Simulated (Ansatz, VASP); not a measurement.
Two plane-wave programs on C

Contents of INCAR:

```
SYSTEM = C
ALGO = Fast
EDIFF = 1E-7
EDIFFG = -0.01
ENCUT = 900
GGA = PE
IBRION = 2
ISIF = 3
ISMEAR = -1
LASPH = .True.
LCHARG = .False.
LREAL = .False.
LWAVE = .False.
NELM = 60
NSW = 40
PREC = Accurate
SIGMA = 0.05
```

Contents of KPOINTS:

```
k-points
0
Gamma
  13 13 8
  0 0 0
```

Contents of POSCAR:

```
C
1.0
    2.1273203072     -1.2282824400      0.0000000000
    2.1273203072      1.2282824400      0.0000000000
   -1.3790696309      0.0000000000      3.5028300786
C
2
Direct
    0.1666444700      0.1666444700      0.9999069600
    0.8333555300      0.8333555300      0.0000930400
```

File input.yaml:

```yaml
crystal:
  lattice:
    - [2.1273203072, -1.22828244, 0.0]
    - [2.1273203072, 1.22828244, 0.0]
    - [-1.3790696309, 0.0, 3.5028300786]
  atoms:
    - { symbol: C, position: [0.16664447, 0.16664447, 0.99990696] }
    - { symbol: C, position: [0.83335553, 0.83335553, 9.304e-05] }
hamiltonian:
  xc: pbe
  pseudopotentials: { kind: paw }
kpoints:
  mp_grid: { grid: [13, 13, 8] }
scf:
  occupations: { method: fermi_dirac, width: 0.05 }
output:
  forces: true
  stress: true
  eigenvalues: true
  write_density: true
  write_potential: true
  elf: true
  volumetric_format: npy
relax:
  f_tol: 0.01
  max_steps: 40
  cell: { stress_tol: 0.05 }
```

This is a stacking variant of graphite.

Alike in both runs: task relaxation of cell and atoms; functional PBE; k mesh 13 × 13 × 8; occupations fermi-dirac, width 0.05 eV; no spin polarisation.

```csv
,VASP,Ansatz
version,VASP 6.6.1,Ansatz 0.2.0
potentials or method,"VASP PAW PBE potentials, release 64 (C)",Ansatz PAW
plane-wave cutoff (eV),900,420
valence electrons in the cell,8,8
```

VASP gave:

* gap on the k mesh at the Fermi level, each at its own relaxed structure (eV): 1.29
* relaxed volume (Å³/atom): 10.67
* relaxed cell length with the largest relative difference (Å): 4.284
* energy change over the relaxation (meV/atom): -8

**Question.** What did Ansatz give for the same quantities?

**Answer.** gap on the k mesh at the Fermi level, each at its own relaxed structure (eV): 1.37; relaxed volume (Å³/atom): 11.27; relaxed cell length with the largest relative difference (Å): 4.505; energy change over the relaxation (meV/atom): -10.

One of these differences is far larger than is usual between the two programs; its cause wasn't traced.

Caveats: the volume moved by over 15 % at a fixed basis, so the end points are rough; this functional lacks dispersion, which binds the layers, so the pressure and a relaxed spacing across them are unreliable, and here the layers came unbound; an odd mesh through Γ misses points on the zone boundary, where band edges often lie (VASP); odd divisions of the mesh miss points on the zone boundary, where band edges often lie, so the gap on the mesh can be too wide (Ansatz); the plane-wave basis is chosen anew once the cell has moved, so the energies of steps on either side of that aren't comparable (Ansatz); the pressure holds a Pulay correction of +0.4 GPa for the finite cutoff (Ansatz).
